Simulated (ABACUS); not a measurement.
# Te2Mo (P2_1/m) in ABACUS: reference runs, part 2 of 2

ABACUS 3.10.1. The steps go on from the part before.

### Step 3. Single point, PBE (atoms moved at random, drawn with an rms of 0.05 Å)

File INPUT:

```
INPUT_PARAMETERS
suffix              Te2Mo
calculation         scf
basis_type          pw
pseudo_dir          ./
symmetry            1
dft_functional      pbe
ecutwfc             83
pseudo_rcut         10
nspin               1
nbands              111
ks_solver           dav
smearing_method     fd
smearing_sigma      0.00367493
scf_thr             1e-08
scf_nmax            100
mixing_type         broyden
mixing_beta         0.7
cal_force           1
cal_stress          1
out_chg             1
out_pot             2
out_elf             1
```

File STRU:

```
ATOMIC_SPECIES
Te 127.6000 Te.upf
Mo 95.9500 Mo.upf

LATTICE_CONSTANT
1.8897261246

LATTICE_VECTORS
6.3300000000 0.0000000000 0.0000000000
0.0000000000 3.4690000000 0.0000000000
-0.9467947088 0.0000000000 13.8276237937

ATOMIC_POSITIONS
Direct

Te
0.0
8
0.9444670000 0.7492650000 0.6009200000 1 1 1
0.0564850000 0.2512400000 0.3976390000 1 1 1
0.8936440000 0.2618160000 0.8494820000 1 1 1
0.0991480000 0.7575280000 0.1453510000 1 1 1
0.4128260000 0.7610510000 0.8996350000 1 1 1
0.5955600000 0.2483710000 0.1026410000 1 1 1
0.4438320000 0.2528630000 0.6478170000 1 1 1
0.5575720000 0.7386220000 0.3499700000 1 1 1

Mo
0.0
4
0.8136040000 0.7486660000 0.9939830000 1 1 1
0.1838240000 0.2530140000 0.0072790000 1 1 1
0.6803220000 0.2453700000 0.4961470000 1 1 1
0.3206850000 0.7564120000 0.5035360000 1 1 1
```

File KPT:

```
K_POINTS
0
Gamma
4 8 2 0 0 0
```

Potentials or basis: PseudoDojo NC SR 0.4.1 PBE standard, plane waves.

The run is started by

```
$ OMP_NUM_THREADS=1 mpirun -np 4 abacus > log
```

running log:

```text
ABACUS v3.10.1

               Atomic-orbital Based Ab-initio Computation at UStc

 ------------------------------------------------------------------------------------

 READING GENERAL INFORMATION
                           global_out_dir = OUT.Te2Mo/
                           global_in_card = INPUT
                               pseudo_dir = ./
                              orbital_dir =
                                    DSIZE = 4
                                    GSIZE = 1
[... 5 lines left out ...]

 READING ATOM TYPE 1
                               atom label = Te
                      L=0, number of zeta = 1
                      L=1, number of zeta = 1
                      L=2, number of zeta = 1
             number of atom for this type = 8

 READING ATOM TYPE 2
                               atom label = Mo
                      L=0, number of zeta = 1
                      L=1, number of zeta = 1
                      L=2, number of zeta = 1
             number of atom for this type = 4

                        TOTAL ATOM NUMBER = 12
DIRECT COORDINATES
    atom                   x                   y                   z     mag                  vx                  vy                  vz
taud_Te1            0.9444670000        0.7492650000        0.6009200000  0.0000        0.0000000000        0.0000000000        0.0000000000
taud_Te2            0.0564850000        0.2512400000        0.3976390000  0.0000        0.0000000000        0.0000000000        0.0000000000
taud_Te3            0.8936440000        0.2618160000        0.8494820000  0.0000        0.0000000000        0.0000000000        0.0000000000
taud_Te4            0.0991480000        0.7575280000        0.1453510000  0.0000        0.0000000000        0.0000000000        0.0000000000
taud_Te5            0.4128260000        0.7610510000        0.8996350000  0.0000        0.0000000000        0.0000000000        0.0000000000
taud_Te6            0.5955600000        0.2483710000        0.1026410000  0.0000        0.0000000000        0.0000000000        0.0000000000
taud_Te7            0.4438320000        0.2528630000        0.6478170000  0.0000        0.0000000000        0.0000000000        0.0000000000
taud_Te8            0.5575720000        0.7386220000        0.3499700000  0.0000        0.0000000000        0.0000000000        0.0000000000
taud_Mo1            0.8136040000        0.7486660000        0.9939830000  0.0000        0.0000000000        0.0000000000        0.0000000000
taud_Mo2            0.1838240000        0.2530140000        0.0072790000  0.0000        0.0000000000        0.0000000000        0.0000000000
taud_Mo3            0.6803220000        0.2453700000        0.4961470000  0.0000        0.0000000000        0.0000000000        0.0000000000
[... 402 lines left out ...]
 E_KS(sigma->0) -2240.1508888358     -30478.8164679318
 E_Harris       -2240.1520875283     -30478.8327769799
 E_band         -167.6258219917      -2280.6663110214
 E_one_elec     -996.7303839106      -13561.2125909120
 E_Hartree      578.1927349670       7866.7157377551
 E_xc           -477.1739224455      -6492.2842822683
 E_Ewald        -1344.4380394145     -18292.0179439859
 E_entropy(-TS) -0.0025560645        -0.0347770414
 E_descf        0.0000000000         0.0000000000
 E_exx          0.0000000000         0.0000000000
 E_Fermi        0.9427918597         12.8273413203
----------------------------------------------------------

 charge density convergence is achieved
 final etot is -30478.833856 eV
 EFERMI = 12.82734132 eV
The vacuum level is 15.816979523 eV

 STATE ENERGY(eV) AND OCCUPATIONS    NSPIN == 1
 1/36 kpoint (Cartesian) = 0.0000 0.0000 0.0000 (6549 pws)
       1       -48.2771      0.0312500
       2       -48.2488      0.0312500
       3       -48.2128      0.0312500
       4       -48.1950      0.0312500
       5       -24.2951      0.0312500
       6       -24.2893      0.0312500
[... 668 lines left out ...]
     110        18.6469    1.76829e-52
     111        18.9589    3.45295e-55

[... levels at 30 further k points ...]

------------------------------------------------------------------------------------------
 TOTAL-FORCE (eV/Angstrom)
------------------------------------------------------------------------------------------
                       Te1         0.1845581457        -0.0070989026         0.4967007810
                       Te2        -0.1648780422        -0.0004350721        -0.4139431646
                       Te3         0.3016303747        -0.2344548023         0.1799707465
                       Te4         0.0028287636        -0.1094769622         0.9157119467
                       Te5        -0.0651345975        -0.1548370994        -0.4964290885
                       Te6        -0.5301911507         0.0771901515         0.4979315868
                       Te7        -0.3061297313         0.0374853611         0.2940911137
                       Te8         0.2218620704         0.1584542098         0.0486570833
                       Mo1         0.5882409236         0.2722189220        -0.5931421919
                       Mo2        -0.2782783055         0.1341322913        -0.5084495301
                       Mo3         0.1062312829         0.0277688309        -1.1384949720
                       Mo4        -0.0607397337        -0.2009469281         0.7173956891
------------------------------------------------------------------------------------------

----------------------------------------------------------------
 TOTAL-STRESS (KBAR)
----------------------------------------------------------------
        43.1216664963        -2.2161464348        -8.2499184466
        -2.2161464348        35.0174512433         1.4746632581
        -8.2499184466         1.4746632581        36.8033921901
----------------------------------------------------------------
 TOTAL-PRESSURE: 38.314170 KBAR

 --------------------------------------------
 !FINAL_ETOT_IS -30478.8338564524892718 eV
 --------------------------------------------
```

stdout:

```text
ABACUS
v3.10.1

               Atomic-orbital Based Ab-initio Computation at UStc

[... 41 lines left out ...]
----------------------------------------------------------------
 TOTAL-STRESS (KBAR)
----------------------------------------------------------------
        43.1216664963        -2.2161464348        -8.2499184466
        -2.2161464348        35.0174512433         1.4746632581
        -8.2499184466         1.4746632581        36.8033921901
----------------------------------------------------------------
 TOTAL-PRESSURE: 38.314170 KBAR
```

It took 19 min on 4 MPI ranks of Intel Xeon Platinum 8175M at 2.50GHz (Skylake/Cascade Lake), shared host; peak memory 2.6 GiB.

Results:

```
Free energy            : -30478.8339 eV
Pressure               : 3.8 GPa
Largest force          : 1.144 eV/Å
Band gap on the k mesh : none (metal or under the smearing width)
```

Forces in eV/Å, atoms in the order of the input:
```
Te   0.185 -0.007  0.497
Te  -0.165  0.000 -0.414
Te   0.302 -0.234  0.180
Te   0.003 -0.109  0.916
Te  -0.065 -0.155 -0.496
Te  -0.530  0.077  0.498
Te  -0.306  0.037  0.294
Te   0.222  0.158  0.049
Mo   0.588  0.272 -0.593
Mo  -0.278  0.134 -0.508
Mo   0.106  0.028 -1.138
Mo  -0.061 -0.201  0.717
```

Stress tensor (GPa, compression positive):
```
 4.31 -0.22 -0.82
-0.22  3.50  0.15
-0.82  0.15  3.68
```

Levels at points of the mesh, in eV from the Fermi level:
| k point | band 90 | band 91 | band 92 | band 93 | band 94 | band 95 |
| --- | --- | --- | --- | --- | --- | --- |
| (0.00, 0.00, 0.00) | -0.15 | 0.06 | 0.20 | 0.37 | 0.59 | 0.75 |
| (0.50, 0.00, 0.00) | -0.82 | -0.60 | -0.47 | -0.12 | -0.10 | 0.83 |
| (0.00, 0.50, 0.00) | -1.54 | -1.46 | -1.43 | 1.03 | 1.07 | 1.16 |
| (0.50, 0.50, 0.00) | -1.01 | -0.97 | -0.94 | 0.99 | 1.03 | 1.06 |
| (0.00, 0.00, 0.50) | -0.05 | 0.01 | 0.07 | 0.38 | 0.48 | 0.77 |
| (0.50, 0.00, 0.50) | -0.82 | -0.62 | -0.36 | -0.07 | -0.06 | 0.80 |
| (0.00, 0.50, 0.50) | -1.56 | -1.52 | -1.49 | 1.01 | 1.04 | 1.14 |
| (0.50, 0.50, 0.50) | -1.01 | -0.97 | -0.94 | 1.00 | 1.04 | 1.05 |

The run has no spin-orbit coupling, so splittings on Te are missing.
